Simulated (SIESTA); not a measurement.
## Na under changes of volume

One of the cells (39.256 Å³/atom); the others are scaled copies at fixed shape and fractional positions:

```
Na
1.0
    -2.14100    2.14100    2.14100
     2.14100   -2.14100    2.14100
     2.14100    2.14100   -2.14100
Na
1
Cartesian
  0.0000 0.0000 0.0000
```

* Program: SIESTA 5.4.2
* Functional: LDA
* Potentials or basis: PseudoDojo 0.4 standard (LDA files)
* Basis: DZP (energy shift 0.003 Ry; two zetas on semicore shells)
* Grid cutoff: 800 Ry
* Energy shift: 0.003 Ry
* k mesh: 9 × 9 × 9
* Occupations: fermi-dirac, width 0.05 eV
* Spin: no spin polarisation

```tsv
volume (Å³/atom)	energy over the lowest point (meV/atom)	pressure (GPa)
36.901	0.00	-0.7
37.686	3.89	-0.9
38.471	8.38	-1.0
39.256	13.41	-1.1
40.041	?	?
40.827	24.90	-1.3
41.612	31.28	-1.3
```

Problem. What does the run at 40.041 Å³/atom give?

Solution. Energy over the lowest point 18.93 meV/atom; pressure -1.2 GPa.

Worked out: A Birch-Murnaghan fit of order 3 (a polynomial in V^(-2/3)) to the other rows has no minimum within the range. It gives 18.93 meV/atom at 40.041 Å³/atom, against the run's 18.93, and -dE/dV = -1.2 GPa, against -1.2.

Energies are extrapolated to zero smearing.

Caveats: the basis of atomic orbitals isn't converged, which shifts pressures, moduli and gaps.
